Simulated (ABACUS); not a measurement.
A run of ABACUS 3.10.1:

Contents of run_abacus.py:

```python
"""ABACUS run from a structure file: ASE reads it, the script writes STRU, KPT and INPUT."""
import re
import subprocess
from ase.io import read
from ase.units import Bohr

atoms = read("BaTiO3.cif")
atoms = atoms[(-atoms.numbers).argsort(kind="stable")]  # ABACUS lists atoms element by element
pseudo = {'Ba': 'Ba.upf', 'Ti': 'Ti.upf', 'O': 'O.upf'}
orbital = {}
magmoms = None
kmesh = [5, 4, 5]
params = {
    'suffix': 'BaTiO3',
    'calculation': 'scf',
    'basis_type': 'pw',
    'pseudo_dir': './',
    'symmetry': 1,
    'dft_functional': 'pbe',
    'ecutwfc': 84,
    'pseudo_rcut': 7,
    'nspin': 1,
    'nbands': 24,
    'ks_solver': 'dav',
    'smearing_method': 'fd',
    'smearing_sigma': 0.00367493,
    'scf_thr': 1e-08,
    'scf_nmax': 100,
    'mixing_type': 'broyden',
    'mixing_beta': 0.7,
    'cal_force': 1,
    'cal_stress': 1,
    'out_chg': 1,
    'out_pot': 2,
    'out_elf': 1,
}

symbols = atoms.get_chemical_symbols()
elements = list(dict.fromkeys(symbols))
lines = ["ATOMIC_SPECIES"] + [f"{e} {atoms.get_masses()[symbols.index(e)]:.4f} {pseudo[e]}" for e in elements]
if orbital:
    lines += ["", "NUMERICAL_ORBITAL"] + [orbital[e] for e in elements]
lines += ["", "LATTICE_CONSTANT", f"{1 / Bohr:.10f}", "", "LATTICE_VECTORS"]
lines += [" ".join(f"{x:.10f}" for x in v) for v in atoms.cell]
lines += ["", "ATOMIC_POSITIONS", "Direct"]
for e in elements:
    lines += ["", e, "0.0", str(symbols.count(e))]
    for i, p in enumerate(atoms.get_scaled_positions(wrap=False)):
        if symbols[i] == e:
            mag = "" if magmoms is None else " mag " + " ".join(str(x) for x in (magmoms[i] if isinstance(magmoms[i], list) else [magmoms[i]]))
            lines.append(" ".join(f"{x:.10f}" for x in p) + " 1 1 1" + mag)
open("STRU", "w").write("\n".join(lines) + "\n")
open("KPT", "w").write("K_POINTS\n0\nGamma\n%d %d %d 0 0 0\n" % tuple(kmesh))
open("INPUT", "w").write("INPUT_PARAMETERS\n" + "".join(f"{k:<20s}{v}\n" for k, v in params.items()))

done = subprocess.run(['mpirun', '-np', '4', 'abacus'])
if done.returncode:
    raise SystemExit(done.returncode)
log = open("OUT.BaTiO3/running_scf.log").read()
print("final energy (eV):", re.findall(r"FINAL_ETOT_IS (\S+)", log))
```

The input BaTiO3.cif:

```cif
data_BaTiO3
_cell_length_a 3.75275920
_cell_length_b 4.52573329
_cell_length_c 3.79350846
_cell_angle_alpha 93.52256709
_cell_angle_beta 80.29560017
_cell_angle_gamma 98.03236172
_space_group_name_H-M_alt 'P1'
_space_group_name_Hall 'P 1'
_space_group_IT_number 1
loop_
_space_group_symop_operation_xyz
'x,y,z'
loop_
_atom_site_label
_atom_site_type_symbol
_atom_site_symmetry_multiplicity
_atom_site_Wyckoff_symbol
_atom_site_fract_x
_atom_site_fract_y
_atom_site_fract_z
_atom_site_occupancy
Ba1 Ba 1 a 0.0036372600 0.9972694200 0.9985015400 1
Ti1 Ti 1 a 0.5002452300 0.5116078500 0.5101821300 1
O1 O 1 a 0.9983542100 0.4928168200 0.4950359800 1
O2 O 1 a 0.4999067000 0.5015397800 0.9945381500 1
O3 O 1 a 0.4978566000 0.9929861300 0.4979621900 1
```

Potentials or basis: PseudoDojo NC SR 0.4.1 PBE standard, plane waves.

Launch:

```bash
$ OMP_NUM_THREADS=1 python run_abacus.py > log
```

Hardware: 4 MPI ranks on Intel(R) Xeon(R) Platinum 8259CL CPU @ 2.50GHz (Skylake/Cascade Lake), with other jobs on the host.

Task: How long does it take, and how much memory?

Result: Run time: 74 s on 4 MPI ranks on Intel(R) Xeon(R) Platinum 8259CL CPU @ 2.50GHz (Skylake/Cascade Lake) (shared host), peak memory 0.44 GiB a rank. Counts: scf iterations 11, k points 51, bands 24, ranks 4.
